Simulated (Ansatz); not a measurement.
## GaAs in Ansatz: the effect of functional

Crystal: GaAs.

```
As Ga
1.0
     0.00000    2.82685    2.82685
     2.82685    0.00000    2.82685
     2.82685    2.82685    0.00000
As Ga
1 1
Cartesian
  4.2403 4.2403 4.2403
  0.0000 0.0000 0.0000
```

Alike in all runs:

* Program: Ansatz 0.2.0
* Task: single point
* Potentials or basis: all-electron PAW datasets made for the crystal
* k mesh: 4 × 4 × 4
* Occupations: fermi-dirac, width 0.05 eV
* Spin: no spin polarisation

One run gave: gap on the mesh 0.51 eV. Which functional did it use?
A. HSE06
B. PBE
C. PBE0

B.

```csv
functional,cutoff,gap on the mesh (eV)
PBE,220 eV,0.51
HSE06,360 eV,1.49
PBE0,360 eV,2.14
```

Caveats: all runs use coarse meshes.

A k mesh can miss the band edges.

Not every run made on this cell is shown here.
